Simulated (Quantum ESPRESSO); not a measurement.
PtSe2 (Sudovikovite):

```xyz
3
Lattice="3.7240 0.0000 0.0000 -1.8620 3.2251 0.0000 0.0000 0.0000 5.0620" Properties=species:S:1:pos:R:3 pbc="T T T"
Pt    0.0000    0.0000    0.0000
Se    1.8620    1.0750    3.7965
Se    0.0000    2.1501    1.2655
```

| Item | Value |
| --- | --- |
| Program | Quantum ESPRESSO 7.5 |
| Task | Wannier functions |
| Functional | LDA |
| Potentials or basis | PseudoDojo 0.4.1 SR LDA standard |
| Cutoff | 1170 eV |
| Density cutoff | 4680 eV |
| k mesh | 8 × 8 × 5 |
| Occupations | fermi-dirac, width 0.05 eV |
| Spin | no spin polarisation |
| Iterations | 0 |
| Form of the LDA correlation | PW92 |
| Mixing beta | 0.5 |
| Most SCF iterations | 120 |
| SCF threshold | 6e-10 Ry |
| k mesh for the Wannier functions | 5 × 5 × 3 |

Start: SCDM with an erfc weight, μ = 2.0 eV over the reference level, σ = 2.0 eV, one function for each orbital of the shells Pt spd, Se sp; the lowest 14 bands are left out; no minimisation of the spread. The reference level is the Fermi level, or the middle of the gap.

**Question.** With SCDM with an erfc weight, how many functions result, how localised are they, and how well do they interpolate the bands?

**Answer.** 17 functions with spreads from 1.80 to 6.77 Å², 67.8 Å² in all; they miss the direct bands by 28 meV (root mean square).

Wannier functions:
| function | nearest atom | distance (Å) | spread (Å²) | on-site energy from the reference level (eV) |
| --- | --- | --- | --- | --- |
| 1 | 1 Pt | 0.12 | 2.19 | -2.79 |
| 2 | 1 Pt | 0.20 | 5.18 | -0.59 |
| 3 | 1 Pt | 0.18 | 4.40 | -1.23 |
| 4 | 1 Pt | 0.12 | 4.48 | -0.88 |
| 5 | 1 Pt | 0.08 | 4.10 | -1.20 |
| 6 | 3 Se | 0.41 | 2.98 | -4.20 |
| 7 | 2 Se | 0.39 | 3.25 | -4.00 |
| 8 | 2 Se | 0.62 | 2.23 | -4.41 |
| 9 | 3 Se | 0.62 | 1.80 | -4.96 |
| 10 | 3 Se | 0.40 | 3.30 | -3.79 |
| 11 | 2 Se | 0.56 | 2.67 | -4.05 |
| 12 | 2 Se | 0.31 | 3.38 | -2.80 |
| 13 | 3 Se | 0.27 | 3.61 | -2.75 |
| 14 | 1 Pt | 0.26 | 4.79 | -1.01 |
| 15 | 1 Pt | 0.22 | 6.65 | 0.36 |
| 16 | 1 Pt | 0.21 | 5.97 | 0.42 |
| 17 | 1 Pt | 0.17 | 6.77 | 0.99 |

Parts of the spread (Å²): invariant 29.88, diagonal 1.075, off-diagonal 36.81, total 67.76. Against the direct bands the interpolation misses by 28 meV (root mean square) and 107 meV at most, for states up to 1 eV over the reference level.

Caveat: spin-orbit coupling is left out, which moves the levels of the heavy elements.
